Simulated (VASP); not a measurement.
## VASP 6.6.1 run: Sn

INCAR

```
ISMEAR = -1
ENCUT = 520
LWAVE = .FALSE.
LASPH = .TRUE.
GGA = PE
NSW = 0
SIGMA = 0.02
IBRION = -1
LCHARG = .FALSE.
EDIFF = 1E-7
LREAL = .FALSE.
NELM = 120
NBANDS = 21
PREC = Accurate
LMAXMIX = 4
ISIF = 2
```

KPOINTS

```
KPOINTS created by Atomic Simulation Environment
0
Gamma
9 9 9
0 0 0
```

POSCAR

```
Sn
 1.0000000000000000
     0.0000000000000000    3.2844597792000001    3.2844597792000001
     3.4503249980000001    0.0000000000000000    3.2844597792000001
     3.4503249980000001    3.2844597792000001    0.0000000000000000
 Sn
   2
Cartesian
  0.0000000000000000  0.0000000000000000  0.0000000000000000
  1.7251624989999998  1.6422298896000003  1.6422298896000003
```

The recommended PBE PAW datasets give the neutral cell 28 valence electrons.

Command

```
mpirun -np 1 vasp_std
```

OSZICAR

```
N       E                     dE             d eps       ncg     rms          rms(c)
DAV:   1     0.225062641937E+03    0.22506E+03   -0.14463E+04  3185   0.185E+03
DAV:   2     0.171163657444E+02   -0.20795E+03   -0.20362E+03  3160   0.441E+02
DAV:   3    -0.687909330915E+01   -0.23995E+02   -0.23839E+02  3700   0.139E+02
DAV:   4    -0.768587556084E+01   -0.80678E+00   -0.80646E+00  3568   0.283E+01
DAV:   5    -0.771943664635E+01   -0.33561E-01   -0.33560E-01  4704   0.539E+00    0.284E+00
DAV:   6    -0.769006494319E+01    0.29372E-01   -0.24896E-02  4212   0.200E+00    0.166E+00
DAV:   7    -0.767573011800E+01    0.14335E-01   -0.37940E-02  3510   0.206E+00    0.160E-01
DAV:   8    -0.767733874663E+01   -0.16086E-02   -0.53313E-03  3580   0.832E-01    0.591E-02
DAV:   9    -0.767778567455E+01   -0.44693E-03   -0.58106E-04  3618   0.148E-01    0.144E-02
DAV:  10    -0.767780279379E+01   -0.17119E-04   -0.34100E-05  4156   0.492E-02    0.609E-03
DAV:  11    -0.767780778627E+01   -0.49925E-05   -0.85364E-06  3407   0.141E-02    0.141E-03
DAV:  12    -0.767780796478E+01   -0.17851E-06   -0.23164E-07  3175   0.337E-03    0.716E-04
DAV:  13    -0.767780799236E+01   -0.27574E-07   -0.17736E-08  2368   0.112E-03
   1 F= -.76778080E+01 E0= -.76774994E+01  d E =-.617177E-03
```

From OUTCAR

```
k-points           NKPTS =     75   k-points in BZ     NKDIM =     75   number of bands    NBANDS=     21

   NELECT =      28.0000    total number of electrons

   dimension x,y,z NGX =    36 NGY =   36 NGZ =   36
   dimension x,y,z NGXF=    72 NGYF=   72 NGZF=   72

  energy-cutoff  :      520.00
  volume of cell :       74.44
      direct lattice vectors                 reciprocal lattice vectors
     0.000000000  3.284459779  3.284459779    -0.144913885  0.152232036  0.152232036
     3.450324998  0.000000000  3.284459779     0.144913885 -0.152232036  0.152232036
     3.450324998  3.284459779  0.000000000     0.144913885  0.152232036 -0.152232036

 k-points in reciprocal lattice and weights: KPOINTS created by Atomic Simulation Env
   0.00000000  0.00000000  0.00000000       0.001
   0.11111111  0.00000000  0.00000000       0.011
   0.22222222  0.00000000  0.00000000       0.011
   0.33333333  0.00000000  0.00000000       0.011
   0.44444444  0.00000000  0.00000000       0.011
   0.11111111  0.11111111  0.00000000       0.005
   0.22222222  0.11111111  0.00000000       0.022
   0.33333333  0.11111111  0.00000000       0.022
   ...

 E-fermi :   4.7410

 k-point     1 :       0.0000    0.0000    0.0000
  band No.  band energies     occupation
      1     -16.7655      2.00000
      2     -16.7655      2.00000
      3     -16.7539      2.00000
      4     -16.7132      2.00000
      5     -16.7130      2.00000
      6     -16.4866      2.00000
      7     -16.4776      2.00000
      8     -16.4609      2.00000
      9     -16.4609      2.00000
     10     -16.4598      2.00000
     11      -5.2811      2.00000
     12       3.5398      2.00000
     13       4.6474      1.98156
     14       4.9684      0.00002
     15       4.9684      0.00002
     16       6.8621      0.00000
     17       6.8621      0.00000
     18       7.0602      0.00000
     19       9.7308      0.00000
     20      12.1175      0.00000
     21      12.5549      0.00000

 k-point     2 :       0.1111    0.0000    0.0000
  band No.  band energies     occupation
      1     -16.7726      2.00000
      2     -16.7666      2.00000
      3     -16.7575      2.00000
      4     -16.7038      2.00000
      5     -16.7028      2.00000
      6     -16.4939      2.00000
      7     -16.4917      2.00000
      8     -16.4667      2.00000
      9     -16.4518      2.00000
     10     -16.4480      2.00000
     11      -5.1719      2.00000
     12       2.5848      2.00000
     13       4.5375      1.99992
     14       4.7706      0.36957
     15       5.1606      0.00000
     16       7.1390      0.00000
     17       7.1507      0.00000
     18       7.4529      0.00000
     19      10.2941      0.00000
     20      11.5480      0.00000
     21      12.1149      0.00000

 ...

  Total       -0.5805024      0.0327824      0.0327824      0.0000000      0.0000000      0.0000000
  in kB      -12.4938626      0.7055602      0.7055602      0.0000000      0.0000000      0.0000000
  external PRESSURE =      -3.6942474 kB  Pullay stress =       0.0000000 kB

 POSITION                                       TOTAL-FORCE (eV/Angst)
 -----------------------------------------------------------------------------------
      0.00000      0.00000      0.00000        -0.000000     -0.000000     -0.000000
      1.72516      1.64223      1.64223         0.000000      0.000000      0.000000
 -----------------------------------------------------------------------------------
    total drift:                                0.000000      0.000000      0.000000

  FREE ENERGIE OF THE ION-ELECTRON SYSTEM (eV)
  ---------------------------------------------------
  free  energy   TOTEN  =        -7.6778079924 eV

  energy  without entropy=       -7.6771908149  energy(sigma->0) =       -7.67749940
```

It converged. Results: gap between bands v and c on the k mesh -0.36 eV (bands overlap: a metal); least direct gap on the k mesh 0.00 eV; pressure -0.4 GPa. Band v is the last that the valence electrons fill when counted band by band, and c is the next.

For comparison, a separate PBE run of the intended cell, on usual settings and not on those above, gives a gap of -0.38 eV on its mesh and a pressure of -0.3 GPa.

The run above took about 1.7 min on one core of a shared host (Intel Xeon Platinum 8488C) and held 0.24 GiB at most.
